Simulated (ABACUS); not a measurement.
Crystal: MnS.

```
Mn S
1.0
    -0.03710    2.43636    2.47346
     2.43636   -0.03710    2.47346
     2.39926    2.39926    0.00000
Mn S
1 1
Direct
  0.00000 0.00000 0.00000
  0.75000 0.75000 0.75000
```

The cell is a database's computed one.

The cell isn't the ideal one: cell strained by -0.03 along c.

* Program: ABACUS 3.10.1
* Task: relaxation of the atoms
* Functional: PBE
* Potentials or basis: PseudoDojo NC SR 0.4.1 PBE standard
* Cutoff: 1320 eV
* Density cutoff: 5279 eV
* Basis: plane waves
* k mesh: 6 × 6 × 6
* Occupations: fermi-dirac, width 0.05 eV
* Spin: collinear spin, ferromagnetic start
* Starting moments: [4.0, 0.0] μB

At the start: pressure 7.7 GPa; volume 14.68 Å³/atom.

**Question.** Where does the relaxation end?

**Answer.** Over 3 steps the energy falls by 3.7 meV/atom; space group Imm2 (No. 44, to 0.05 Å); moment 0.37 μB per cell.

Step by step:
```
step  energy change (eV)  largest force (eV/Å)  pressure (GPa)
   1              0.0000                0.4999            7.73
   2             -0.0043                0.3089            7.46
   3             -0.0074                0.0005            7.52
```

Final structure:
```yaml
crystal:
  lattice:
    - [-0.03710, 2.43636, 2.47346]
    - [2.43636, -0.03710, 2.47346]
    - [2.39926, 2.39926, 0.00000]
  atoms:
    - { symbol: Mn, position: [0.00303, 0.00303, 0.99697] }
    - { symbol: S, position: [0.74697, 0.74697, 0.75303] }
```

Caveat: the k mesh is coarse (spacing up to 0.37 Å⁻¹), so the values aren't converged; the moment fell far below its start of 4 μB, so a state of higher moment may lie lower in energy.
